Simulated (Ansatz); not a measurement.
A run of Ansatz 0.2.0 is set up as follows.

The input input.yaml:

```yaml
crystal:
  lattice:
    - [3.836, 0.0, 0.0]
    - [-1.918, 3.3220734489, 0.0]
    - [0.0, 0.0, 4.948]
  atoms:
    - { symbol: Ni, position: [0.6666666667, 0.3333333333, 0.75], spin: 1.0 }
    - { symbol: Ni, position: [0.3333333333, 0.6666666667, 0.25], spin: 1.0 }
    - { symbol: Ni, position: [0.0, 0.0, 0.5], spin: 1.0 }
    - { symbol: Ni, position: [0.0, 0.0, 0.0], spin: 1.0 }
    - { symbol: Si, position: [0.6666666667, 0.3333333333, 0.25] }
    - { symbol: Si, position: [0.3333333333, 0.6666666667, 0.75] }
hamiltonian:
  xc: pbe
  pseudopotentials: { kind: paw }
magnetization:
  spin_polarized: true
kpoints:
  mp_grid: { grid: [6, 6, 5] }
scf:
  occupations: { method: fermi_dirac, width: 0.05 }
output:
  forces: true
  stress: true
  eigenvalues: true
  write_density: true
  write_potential: true
  elf: true
  volumetric_format: npy
relax:
  f_tol: 0.01
  max_steps: 40
  cell: { stress_tol: 0.05 }
```

Potentials or basis: Ansatz PAW.

Command:

```console
$ ansatz run input.yaml --threads 2 --pin off --max-ram 5632MiB --backend cpu --events-out ev --progress --plain --runs-dir out
```

(1) What does it give for the space group after relaxing (to 0.05 Å)?

(2) Predict the relaxed cell.

(3) What does it give for the net moment?

(4) What does it give for the band gap on the k mesh?

Answers

(1) P6_3/mmc (No. 194).

(2) a = 3.912 Å, b = 3.912 Å, c = 4.990 Å, α = 90.00°, β = 90.00°, γ = 120.00°.

(3) 0.00 μB per cell.

(4) none (metal or under the smearing width).

Caveat: the starting moments weren't kept.
